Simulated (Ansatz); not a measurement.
# TaN under pressure: fit and missing row

TaN, P6/mmm, a = 5.239 Å, c = 2.905 Å. This isn't the usual stable structure of the compound. Ansatz: r2SCAN, PAW, 500 eV, Γ-centred 12×12×12 mesh on 6 atoms, Gaussian smearing 0.10 eV; no spin polarisation. Cell and atoms are relaxed at each pressure, and no other structure is tried, so the rows at high pressure may lie past a change of phase.

| V (Å³/atom) | P (GPa) |
| --- | --- |
| 9.915 | 60.05 |
| 10.574 | 30.00 |
| ? | 15.03 |
| 11.219 | 8.03 |
| 11.397 | 2.99 |
| 11.509 | 0.02 |
| 11.629 | -3.00 |

Question: Take V0 = 11.509 Å³/atom, count pressures from its P0 = 0.02 GPa, fit the third-order Birch–Murnaghan form to the other rows, and predict the missing volume.

Answer: With the Eulerian strain f = ½[(V0/V)^(2/3) − 1] and y = (P − P0)/[3f(1 + 2f)^(5/2)], the form is the line y = B0 + 1.5 B0 (B0′ − 4) f. Rows (f, y): 0.05225, 298.7; 0.02906, 298.6; 0.00858, 298.2; 0.00327, 297.9; -0.00345, 296.9. Means f = 0.01794, y = 298.06; Σ(Δf)² = 0.002061, ΣΔfΔy = 0.05381; the slope is their ratio. y = 297.6 + 26.11 f GPa, so B0 = 297.6 GPa and B0′ = 4 + 2 × (26.11)/(3 × 297.6) = 4.06. P = 15.03 GPa is met at f = 0.01555 (y = 298.01), so V = V0 (1 + 2f)^(−3/2) = 10.992 Å³/atom. The run gave 10.993 Å³/atom, so the fit is 0.001 Å³/atom too low, within twice the rms miss on the fitted rows (0.0005 Å³/atom).

Spin–orbit coupling is left out, which can shift energies with elements as heavy as these.